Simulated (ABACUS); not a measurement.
A run of ABACUS 3.10.1 is set up as follows.

Contents of run_abacus.py:

```python
"""ABACUS run from a structure file: ASE reads it, the script writes STRU, KPT and INPUT."""
import re
import subprocess
from ase.io import read
from ase.units import Bohr

atoms = read("POSCAR")
atoms = atoms[(-atoms.numbers).argsort(kind="stable")]  # ABACUS lists atoms element by element
pseudo = {'Ga': 'Ga.upf', 'P': 'P.upf'}
orbital = {}
magmoms = None
kmesh = [6, 6, 6]
params = {
    'suffix': 'GaP',
    'calculation': 'scf',
    'basis_type': 'pw',
    'pseudo_dir': './',
    'symmetry': 1,
    'dft_functional': 'GGA_X_RPW86+GGA_C_PBE',
    'ecutwfc': 81,
    'pseudo_rcut': 10,
    'nspin': 1,
    'nbands': 19,
    'ks_solver': 'dav',
    'smearing_method': 'fd',
    'smearing_sigma': 0.00367493,
    'scf_thr': 1e-08,
    'scf_nmax': 100,
    'mixing_type': 'broyden',
    'mixing_beta': 0.7,
    'cal_force': 1,
    'cal_stress': 1,
    'out_chg': 1,
    'kpar': 4,
}

symbols = atoms.get_chemical_symbols()
elements = list(dict.fromkeys(symbols))
lines = ["ATOMIC_SPECIES"] + [f"{e} {atoms.get_masses()[symbols.index(e)]:.4f} {pseudo[e]}" for e in elements]
if orbital:
    lines += ["", "NUMERICAL_ORBITAL"] + [orbital[e] for e in elements]
lines += ["", "LATTICE_CONSTANT", f"{1 / Bohr:.10f}", "", "LATTICE_VECTORS"]
lines += [" ".join(f"{x:.10f}" for x in v) for v in atoms.cell]
lines += ["", "ATOMIC_POSITIONS", "Direct"]
for e in elements:
    lines += ["", e, "0.0", str(symbols.count(e))]
    for i, p in enumerate(atoms.get_scaled_positions(wrap=False)):
        if symbols[i] == e:
            mag = "" if magmoms is None else " mag " + " ".join(str(x) for x in (magmoms[i] if isinstance(magmoms[i], list) else [magmoms[i]]))
            lines.append(" ".join(f"{x:.10f}" for x in p) + " 1 1 1" + mag)
open("STRU", "w").write("\n".join(lines) + "\n")
open("KPT", "w").write("K_POINTS\n0\nGamma\n%d %d %d 0 0 0\n" % tuple(kmesh))
open("INPUT", "w").write("INPUT_PARAMETERS\n" + "".join(f"{k:<20s}{v}\n" for k, v in params.items()))

done = subprocess.run(['mpirun', '-np', '4', 'abacus'])
if done.returncode:
    raise SystemExit(done.returncode)
log = open("OUT.GaP/running_scf.log").read()
print("final energy (eV):", re.findall(r"FINAL_ETOT_IS (\S+)", log))
```

Contents of POSCAR:

```
GaP
1.0
    0.0000000000      2.7252500000      2.7252500000
    2.7252500000      0.0000000000      2.7252500000
    2.7252500000      2.7252500000      0.0000000000
Ga P
1 1
Direct
    0.0000000000      0.0000000000      0.0000000000
    0.7500000000      0.7500000000      0.7500000000
```

Potentials or basis: PseudoDojo NC SR 0.4.1 PBE standard, plane waves.

Launch:

```sh
$ OMP_NUM_THREADS=1 python run_abacus.py > log
```

Task: Estimate the band gap on the k mesh.

Result: 1.67 eV, indirect (least direct gap 1.76 eV).

Task: What does it give for the pressure?

Result: 4.9 GPa.

Caveat: the potentials were made for another functional, which shifts forces and pressure.

**The experiment to reproduce.**

From “Stacking defects in GaP nanowires: Electronic structure and optical properties”, 2018, arxiv:1810.01194, for a bulk crystal of GaP at 10 K: band gap 2.34 eV (indirect).

Measured gap of GaP: 2.34 eV (indirect; 10 K; quoted in “Stacking defects in GaP nanowires: Electronic structure and optical properties”, 2018, arxiv:1810.01194). This calculation gives 1.67 eV (-0.67 eV). Spin-orbit coupling on Ga is left out. The value is that of rPW86PBE on a finite k mesh, which can miss the band edges, without temperature or zero-point motion.
